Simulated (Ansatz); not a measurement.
# Dielectric response of KBr (110) films, part 3 of 5

How well do thin rocksalt KBr (110) films screen a perpendicular field?

Ansatz 0.2.0; plane-wave DFT, PBEsol, Ansatz PAW (the session's first sound run).

So far. Step 8 (Relaxing in the field, 10 atoms, field -0.05 V/Å): The dipole is -0.0923 e·Å, and the gap on the mesh 3.830 eV. Step 9 (Response with the atoms relaxed, 10 atoms, units 5): The induced dipole is that of a conductor 10.84 Å thick.

### 10. Relaxation, 16 atoms, units 8

This step: plane-wave DFT, PBEsol, Ansatz PAW (Ansatz 0.2.0).

System of this step: KBr (110), 8 units. The cell holds 16 atoms: 8 K and 8 Br. Cell: a = 4.667 Å, b = 6.600 Å, c = 34.334 Å, α = 90.0°, β = 90.0°, γ = 90.0°. It derives from KBr (rocksalt KBr). Vacuum lies along c.

The next thickness, treated alike, so that differences show the interior and the faces cancel.

The input, input.yaml:

```yaml
crystal:
  lattice:
    - [4.66690476, 0.0, 0.0]
    - [0.0, 6.6, 0.0]
    - [0.0, 0.0, 34.3341666454]
  atoms:
    - { symbol: K, position: [0.5, 0.5, 0.2621295601] }
    - { symbol: Br, position: [0.5, 0.0, 0.2621295601] }
    - { symbol: K, position: [0.0, 0.0, 0.3300925429] }
    - { symbol: Br, position: [0.0, 0.5, 0.3300925429] }
    - { symbol: K, position: [0.5, 0.5, 0.3980555258] }
    - { symbol: Br, position: [0.5, 0.0, 0.3980555258] }
    - { symbol: K, position: [0.0, 0.0, 0.4660185086] }
    - { symbol: Br, position: [0.0, 0.5, 0.4660185086] }
    - { symbol: K, position: [0.5, 0.5, 0.5339814914] }
    - { symbol: Br, position: [0.5, 0.0, 0.5339814914] }
    - { symbol: K, position: [0.0, 0.0, 0.6019444742] }
    - { symbol: Br, position: [0.0, 0.5, 0.6019444742] }
    - { symbol: K, position: [0.5, 0.5, 0.6699074571] }
    - { symbol: Br, position: [0.5, 0.0, 0.6699074571] }
    - { symbol: K, position: [0.0, 0.0, 0.7378704399] }
    - { symbol: Br, position: [0.0, 0.5, 0.7378704399] }
kpoints:
  mp_grid: { grid: [6, 4, 1] }
hamiltonian:
  xc: pbesol
scf:
  occupations: { method: fixed }
  convergence: { dr2_threshold: 1.0e-09 }
efield:
  axis: 3
  dipole_correction: true
  ramp_position: 0.97
  ramp_width: 0.06
relax:
  f_tol: 0.003
  max_steps: 100
output:
  write_potential: true
  write_density: true
  volumetric_format: npy
```

Run with:

```bash
> ansatz run input.yaml --threads 4 --pin off --max-ram 12288MiB --backend cpu --events-out ev --progress --plain --runs-dir out
```

Numbers of over 12 decimals in the logs are rounded to 6 here.

The log of the run:

```text
[...]
Crystal: 16 atoms, lattice volume = 1057.546 Å³
Basis set: ecut = 420 eV, 20643 PW (Γ), exchange–correlation on 64×90×480 points (8 copies of the dense FFT grid, shifted against one another)
Bands: 80, of which v1, the nominal top of the filled ones, is band 64 counted from 1 (63 counted from 0)
Symmetry: 4 space group operations
k-points: 12 of 24
[...]
- { symbol: K, position: [0.5, 0.5, 0.534112] }
    - { symbol: Br, position: [0.5, 0.0, 0.533226] }
    - { symbol: K, position: [0.0, 0.0, 0.599648] }
    - { symbol: Br, position: [0.0, 0.5, 0.600859] }
    - { symbol: K, position: [0.5, 0.5, 0.669713] }
    - { symbol: Br, position: [0.5, 0.0, 0.667681] }
    - { symbol: K, position: [0.0, 0.0, 0.730390] }
    - { symbol: Br, position: [0.0, 0.5, 0.733837] }
[key lines of the parts left out:]
SCF converged after 6 iterations
Free energy (F): -34046.960220 eV
Fermi energy:    -1.793627 eV
Dipole field:    D = -0.000000 V/Å  (p = -0.000000 e·Å, saw-weighted, corrected)
Work function:   Φ+ = 5.6287 eV   Φ− = 5.6287 eV
```

Wall time 1.9 min (4 threads of Arm Neoverse V1, shared host); peak memory 2.1 GiB; 7.3 min of CPU time.

Step by step:

```
step  energy less that of the first step (eV)  largest force component (eV/Å)
   1                                   0.0000                          0.2249
   2                                  -0.0417                          0.1014
   3                                  -0.0590                          0.0204
   4                                  -0.0597                          0.0038
   5                                  -0.0597                          0.0013
```

Forces are held to the 4 operations that the run works with; a distortion that breaks them can't arise in this run.

The atoms that moved most (Å):

```csv
atom,dx,dy,dz,length
K1,0.000,0.000,0.257,0.257
K15,0.000,0.000,-0.257,0.257
Br16,0.000,0.000,-0.138,0.138
Br2,0.000,0.000,0.138,0.138
K11,0.000,0.000,-0.079,0.079
K5,0.000,0.000,0.079,0.079
Br14,0.000,0.000,-0.076,0.076
Br4,0.000,0.000,0.076,0.076
```

The relaxation took 5 steps and lowered the energy by 0.060 eV; the largest force on the free atoms ends at 0.0013 eV/Å.

The gap is 3.89 eV, with the valence edge 5.63 eV and the conduction edge 1.74 eV under the upper vacuum level.

### 11. Single point on the relaxed film, 16 atoms, units 8

The next thickness, treated alike, so that differences show the interior and the faces cancel.

The input, input.yaml:

```yaml
crystal:
  lattice:
    - [4.66690476, 0.0, 0.0]
    - [0.0, 6.6, 0.0]
    - [0.0, 0.0, 34.3341666454]
  atoms:
    - { symbol: K, position: [0.5, 0.5, 0.2696103671] }
    - { symbol: Br, position: [0.5, 0.0, 0.2661625751] }
    - { symbol: K, position: [0.0, 0.0, 0.330287182] }
    - { symbol: Br, position: [0.0, 0.5, 0.3323188533] }
    - { symbol: K, position: [0.5, 0.5, 0.4003523491] }
    - { symbol: Br, position: [0.5, 0.0, 0.3991409963] }
    - { symbol: K, position: [0.0, 0.0, 0.4658876528] }
    - { symbol: Br, position: [0.0, 0.5, 0.4667735565] }
    - { symbol: K, position: [0.5, 0.5, 0.5341123468] }
    - { symbol: Br, position: [0.5, 0.0, 0.5332264445] }
    - { symbol: K, position: [0.0, 0.0, 0.5996476504] }
    - { symbol: Br, position: [0.0, 0.5, 0.6008590043] }
    - { symbol: K, position: [0.5, 0.5, 0.6697128179] }
    - { symbol: Br, position: [0.5, 0.0, 0.6676811465] }
    - { symbol: K, position: [0.0, 0.0, 0.7303896331] }
    - { symbol: Br, position: [0.0, 0.5, 0.7338374244] }
kpoints:
  mp_grid: { grid: [6, 4, 1] }
hamiltonian:
  xc: pbesol
scf:
  occupations: { method: fixed }
  convergence: { dr2_threshold: 1.0e-09 }
efield:
  axis: 3
  dipole_correction: true
  ramp_position: 0.97
  ramp_width: 0.06
output:
  eigenvalues: true
  write_potential: true
  write_density: true
  volumetric_format: npy
  elf: true
```

The log of the run:

```text
[...]
Crystal: 16 atoms, lattice volume = 1057.546 Å³
Basis set: ecut = 420 eV, 20643 PW (Γ)
Bands: 80, of which v1, the nominal top of the filled ones, is band 64 counted from 1 (63 counted from 0)
Symmetry: 4 space group operations
k-points: 12 of 24
[...]
k-point 1: bands = [... 60 lower, -2.0445, -2.0364, -1.8069, -1.8066, 2.5297, 2.6471, 3.0778, 3.5704, ... 12 higher]
  k-point 2: bands = [... 60 lower, -2.0427, -2.0426, -1.8194, -1.8193, 3.1433, 3.1434, 3.7431, 3.7431, ... 12 higher]
  k-point 11: bands = [... 60 lower, -2.2648, -2.2648, -2.0340, -2.0339, 4.0027, 4.0029, 4.3834, 4.3834, ... 12 higher]
[key lines of the parts left out:]
SCF converged after 8 iterations
Free energy (F): -34046.960541 eV
Fermi energy:    -1.793673 eV
Dipole field:    D = -0.000001 V/Å  (p = -0.000004 e·Å, saw-weighted, corrected)
Work function:   Φ+ = 5.6288 eV   Φ− = 5.6288 eV
```

Run time: 37 s. Hardware: 4 threads; peak memory 2.3 GiB; 2.4 min of CPU time.

The gap is 3.89 eV, with the valence edge 5.63 eV and the conduction edge 1.74 eV under the upper vacuum level.

### 12. Single point, 16 atoms, units 8, field 0.1 V/Å

input.yaml: that of step 11 with these lines changed.

```diff
@@ -28,3 +28,3 @@
   occupations: { method: fixed }
-  convergence: { dr2_threshold: 1.0e-09 }
+  convergence: { dr2_threshold: 1.0e-10 }
 efield:
@@ -34,4 +34,4 @@
   ramp_width: 0.06
+  amplitude: 0.1
 output:
-  eigenvalues: true
   write_potential: true
@@ -39,2 +39 @@
   volumetric_format: npy
-  elf: true
```

The log of the run:

```text
[...]
Crystal: 16 atoms, lattice volume = 1057.546 Å³
Basis set: ecut = 420 eV, 20643 PW (Γ)
Bands: 80, of which v1, the nominal top of the filled ones, is band 64 counted from 1 (63 counted from 0)
Symmetry: 4 space group operations
k-points: 12 of 24
[...]
k-point 0: bands = [... 60 lower, -2.0984, -1.8543, -1.7616, -1.4890, 1.8920, 2.3802, 2.7804, 3.2379, ... 12 higher]
  k-point 1: bands = [... 60 lower, -2.1122, -2.0022, -1.7504, -1.5013, 2.2611, 2.7969, 3.0910, 3.4789, ... 12 higher]
  k-point 2: bands = [... 60 lower, -2.1257, -2.1177, -1.7485, -1.5134, 2.7610, 3.4487, 3.5088, 3.6625, ... 12 higher]
  k-point 11: bands = [... 60 lower, -2.3402, -2.0634, -1.9649, -1.7265, 3.6645, 4.2445, 4.3518, 4.3721, ... 12 higher]
[key lines of the parts left out:]
SCF converged after 11 iterations
Free energy (F): -34046.970522 eV
Fermi energy:    -1.488977 eV
Dipole field:    D = 0.034159 V/Å  (p = 0.199636 e·Å, saw-weighted, corrected)
```

Elapsed: 42 s, on 4 threads; peak memory 2.3 GiB.

The dipole is 0.200 e·Å, and the gap on the mesh 3.381 eV.

### 13. Single point, 16 atoms, units 8, field -0.1 V/Å

input.yaml: that of step 12 with these lines changed.

```diff
@@ -34,3 +34,3 @@
   ramp_width: 0.06
-  amplitude: 0.1
+  amplitude: -0.1
 output:
```

The log of the run:

```text
[...]
Crystal: 16 atoms, lattice volume = 1057.546 Å³
Basis set: ecut = 420 eV, 20643 PW (Γ)
Bands: 80, of which v1, the nominal top of the filled ones, is band 64 counted from 1 (63 counted from 0)
Symmetry: 4 space group operations
k-points: 12 of 24
[...]
k-point 0: bands = [... 60 lower, -2.0983, -1.8545, -1.7617, -1.4891, 1.8921, 2.3802, 2.7804, 3.2382, ... 12 higher]
  k-point 1: bands = [... 60 lower, -2.1121, -2.0023, -1.7505, -1.5014, 2.2612, 2.7969, 3.0910, 3.4791, ... 12 higher]
  k-point 2: bands = [... 60 lower, -2.1256, -2.1178, -1.7486, -1.5135, 2.7611, 3.4487, 3.5088, 3.6625, ... 12 higher]
  k-point 11: bands = [... 60 lower, -2.3401, -2.0636, -1.9649, -1.7266, 3.6647, 4.2445, 4.3517, 4.3721, ... 12 higher]
[key lines of the parts left out:]
SCF converged after 11 iterations
Free energy (F): -34046.970523 eV
Fermi energy:    -1.489057 eV
Dipole field:    D = -0.034160 V/Å  (p = -0.199644 e·Å, saw-weighted, corrected)
```

Wall time 42 s (4 threads); peak memory 2.3 GiB.

The dipole is -0.200 e·Å, and the gap on the mesh 3.381 eV.

### 14. Response with the atoms held, 16 atoms, units 8

This step: plane-wave DFT, PBEsol, Ansatz PAW; response to a field along the normal, atoms held (Ansatz 0.2.0).

Local field over the applied field, running mean. From the potentials at -0.1 and 0.1 V/Å; running mean over 2.333 Å, taken twice. The local field over applied field by z:

z (Å), local field over applied field and a bar from the least value:
```
        5      0.994 ##############################
        6      0.963 ############################
        7      0.850 #######################
        8      0.643 #############
        9      0.445 ####
       10      0.360 
       11      0.366 
       12      0.387 #
       13      0.390 ##
       14      0.384 #
       15      0.382 #
       16      0.383 #
       17      0.384 #
       18      0.384 #
       19      0.382 #
       20      0.383 #
       21      0.388 #
       22      0.390 ##
       23      0.374 #
       24      0.356 
       25      0.402 ##
       26      0.569 ##########
       27      0.788 ####################
       28      0.937 ###########################
       29      0.989 ##############################
       30      0.998 ##############################
```

The induced dipole is that of a conductor 11.73 Å thick.

### 15. Relaxation, 24 atoms, units 12

This step: plane-wave DFT, PBEsol, Ansatz PAW (Ansatz 0.2.0).

System of this step: KBr (110), 12 units. The cell holds 24 atoms: 12 K and 12 Br. Cell: a = 4.667 Å, b = 6.600 Å, c = 43.668 Å, α = 90.0°, β = 90.0°, γ = 90.0°. It derives from KBr (rocksalt KBr). Vacuum lies along c.

The next thickness, treated alike, so that differences show the interior and the faces cancel.

The input, input.yaml:

```yaml
crystal:
  lattice:
    - [4.66690476, 0.0, 0.0]
    - [0.0, 6.6, 0.0]
    - [0.0, 0.0, 43.6679761571]
  atoms:
    - { symbol: K, position: [0.5, 0.5, 0.2061006896] }
    - { symbol: Br, position: [0.5, 0.0, 0.2061006896] }
    - { symbol: K, position: [0.0, 0.0, 0.2595369279] }
    - { symbol: Br, position: [0.0, 0.5, 0.2595369279] }
    - { symbol: K, position: [0.5, 0.5, 0.3129731661] }
    - { symbol: Br, position: [0.5, 0.0, 0.3129731661] }
    - { symbol: K, position: [0.0, 0.0, 0.3664094044] }
    - { symbol: Br, position: [0.0, 0.5, 0.3664094044] }
    - { symbol: K, position: [0.5, 0.5, 0.4198456426] }
    - { symbol: Br, position: [0.5, 0.0, 0.4198456426] }
    - { symbol: K, position: [0.0, 0.0, 0.4732818809] }
    - { symbol: Br, position: [0.0, 0.5, 0.4732818809] }
    - { symbol: K, position: [0.5, 0.5, 0.5267181191] }
    - { symbol: Br, position: [0.5, 0.0, 0.5267181191] }
    - { symbol: K, position: [0.0, 0.0, 0.5801543574] }
    - { symbol: Br, position: [0.0, 0.5, 0.5801543574] }
    - { symbol: K, position: [0.5, 0.5, 0.6335905956] }
    - { symbol: Br, position: [0.5, 0.0, 0.6335905956] }
    - { symbol: K, position: [0.0, 0.0, 0.6870268339] }
    - { symbol: Br, position: [0.0, 0.5, 0.6870268339] }
    - { symbol: K, position: [0.5, 0.5, 0.7404630721] }
    - { symbol: Br, position: [0.5, 0.0, 0.7404630721] }
    - { symbol: K, position: [0.0, 0.0, 0.7938993104] }
    - { symbol: Br, position: [0.0, 0.5, 0.7938993104] }
kpoints:
  mp_grid: { grid: [6, 4, 1] }
hamiltonian:
  xc: pbesol
scf:
  occupations: { method: fixed }
  convergence: { dr2_threshold: 1.0e-09 }
efield:
  axis: 3
  dipole_correction: true
  ramp_position: 0.97
  ramp_width: 0.06
relax:
  f_tol: 0.003
  max_steps: 100
output:
  write_potential: true
  write_density: true
  volumetric_format: npy
```

The log of the run:

```text
[...]
Crystal: 24 atoms, lattice volume = 1345.042 Å³
Basis set: ecut = 420 eV, 26309 PW (Γ), exchange–correlation on 64×90×600 points (8 copies of the dense FFT grid, shifted against one another)
Bands: 120, of which v1, the nominal top of the filled ones, is band 96 counted from 1 (95 counted from 0)
Symmetry: 4 space group operations
k-points: 12 of 24
[...]
- { symbol: K, position: [0.5, 0.500000, 0.632123] }
    - { symbol: Br, position: [0.5, 0, 0.631654] }
    - { symbol: K, position: [0, 0, 0.683886] }
    - { symbol: Br, position: [0, 0.500000, 0.684671] }
    - { symbol: K, position: [0.5, 0.500000, 0.738833] }
    - { symbol: Br, position: [0.5, 0, 0.737331] }
    - { symbol: K, position: [0, 0, 0.786622] }
    - { symbol: Br, position: [0, 0.500000, 0.789254] }
[key lines of the parts left out:]
SCF converged after 6 iterations
Free energy (F): -51070.894079 eV
Fermi energy:    -1.108968 eV
Dipole field:    D = 0.000000 V/Å  (p = 0.000002 e·Å, saw-weighted, corrected)
Work function:   Φ+ = 5.6244 eV   Φ− = 5.6244 eV
```

The job ended after 4.6 min (4 threads; peak memory 3.5 GiB).

Relaxation path:

```
step  energy less that of the first step (eV)  largest force component (eV/Å)
   1                                   0.0000                          0.2249
   2                                  -0.0429                          0.1021
   3                                  -0.0624                          0.0253
   4                                  -0.0634                          0.0045
   5                                  -0.0634                          0.0010
   6                                  -0.0635                          0.0005
```

Forces are held to the 4 operations that the run works with; a distortion that breaks them can't arise in this run.

The atoms that moved most (Å):

```csv
atom,dx,dy,dz,length
K1,0.000,0.000,0.318,0.318
K23,0.000,0.000,-0.318,0.318
Br2,0.000,0.000,0.203,0.203
Br24,0.000,0.000,-0.203,0.203
K5,0.000,0.000,0.137,0.137
K19,0.000,0.000,-0.137,0.137
Br22,0.000,0.000,-0.137,0.137
Br4,0.000,0.000,0.137,0.137
```

The relaxed structure:

```cif
data_structure
_symmetry_space_group_name_H-M 'P 1'
_symmetry_Int_Tables_number 1
_cell_length_a 4.6669
_cell_length_b 6.6000
_cell_length_c 43.6680
_cell_angle_alpha 90.000
_cell_angle_beta 90.000
_cell_angle_gamma 90.000
_cell_volume 1345.04
loop_
_atom_site_label
_atom_site_type_symbol
_atom_site_fract_x
_atom_site_fract_y
_atom_site_fract_z
_atom_site_occupancy
K1 K 0.50000 0.50000 0.21338 1
Br2 Br 0.50000 0.00000 0.21075 1
K3 K 0.00000 0.00000 0.26117 1
Br4 Br 0.00000 0.50000 0.26267 1
K5 K 0.50000 0.50000 0.31611 1
Br6 Br 0.50000 0.00000 0.31533 1
K7 K 0.00000 0.00000 0.36788 1
Br8 Br 0.00000 0.50000 0.36835 1
K9 K 0.50000 0.50000 0.42110 1
Br10 Br 0.50000 0.00000 0.42080 1
K11 K 0.00000 0.00000 0.47351 1
Br12 Br 0.00000 0.50000 0.47374 1
K13 K 0.50000 0.50000 0.52649 1
Br14 Br 0.50000 0.00000 0.52626 1
K15 K 0.00000 0.00000 0.57890 1
Br16 Br 0.00000 0.50000 0.57920 1
K17 K 0.50000 0.50000 0.63212 1
Br18 Br 0.50000 0.00000 0.63165 1
K19 K 0.00000 0.00000 0.68389 1
Br20 Br 0.00000 0.50000 0.68467 1
K21 K 0.50000 0.50000 0.73883 1
Br22 Br 0.50000 0.00000 0.73733 1
K23 K 0.00000 0.00000 0.78662 1
Br24 Br 0.00000 0.50000 0.78925 1
```

Running mean over 2.333 Å of the planar mean; the ramp of the sawtooth is left out. Table of electron's electrostatic potential energy less the highest filled level by z:

```
z (Å)  electron's electrostatic potential energy less the highest filled level (eV)
    4                                                                          5.62
    5                                                                          5.62
    6                                                                          5.61
    7                                                                          5.46
    8                                                                          3.30
    9                                                                         0.595
   10                                                                       -0.0199
   11                                                                         0.180
   12                                                                         0.453
   13                                                                         0.467
   14                                                                         0.410
   15                                                                         0.270
   16                                                                         0.406
   17                                                                         0.336
   18                                                                         0.406
   19                                                                         0.361
   20                                                                         0.349
   21                                                                         0.405
   22                                                                         0.321
   23                                                                         0.416
   24                                                                         0.315
   25                                                                         0.407
   26                                                                         0.361
   27                                                                         0.375
   28                                                                         0.370
   29                                                                         0.288
   30                                                                         0.438
   31                                                                         0.474
   32                                                                         0.419
   33                                                                       -0.0340
   34                                                                         0.203
   35                                                                          1.05
   36                                                                          4.47
   37                                                                          5.56
   38                                                                          5.62
   39                                                                          5.62
   40                                                                          5.62
```

The relaxation took 6 steps and lowered the energy by 0.063 eV; the largest force on the free atoms ends at 4.9e-4 eV/Å.

The gap is 3.89 eV, with the valence edge 5.62 eV and the conduction edge 1.74 eV under the upper vacuum level.

### 16. Side by side

Times are for 4 threads of Arm Neoverse V1, shared host. The series side by side:

```csv
no.,units,gap by band count (eV),"ionisation energy, upper face (eV)","electron affinity, upper face (eV)",time,memory (GiB)
1,5,3.864,5.591,1.727,41 s,1.3
2,8,3.886,5.629,1.742,1.9 min,2.1
3,12,3.886,5.624,1.738,4.6 min,3.5
```

The valence density, planar mean (5) oscillates, so the rows of the table below give means over windows of 2.21 Å about each position, cut where the curve ends. Its maxima inside the range that stand out by 2 % of the span (Å: e/Å³): 9.3: 0.366, 11.2: 0.366, 13.7: 0.367, 16.1: 0.366, 18.1: 0.366. Its minima: 10.3: 0.102, 12.5: 0.0825, 14.8: 0.0825, 17.1: 0.102.

The runs together. Valence density, planar mean against z; means over each step:

```csv
z (Å),5 (e/Å³),8 (e/Å³),12 (e/Å³)
3.31,0,0,0
5.53,1.4e-4,1.2e-4,1.0e-4
7.73,0.0672,0.0608,0.0530
9.95,0.241,0.241,0.240
12.16,0.217,0.215,0.217
14.37,0.220,0.227,0.227
16.57,0.238,0.225,0.226
18.79,0.190,0.229,0.228
21.00,0.00133,0.226,0.230
23.21,3.1e-6,0.235,0.230
25.41,0,0.217,0.231
```

(Continued in part 4 of 5.)

[Logs are printed without paths, hosts, clocks, repeated set-up lines and the standing remarks that a program may print on its own settings, such as how far it seeks lower states.]

[Hosts, paths, dates, database ids (printed as entryN), source tags and the programs' standing remarks are cut or masked in the printed files.]

[Maps of the electrostatic potential energy from Ansatz leave out the sawtooth potential of an applied field or a dipole correction, so their vacuum need not be flat; planar profiles and work functions include it.]
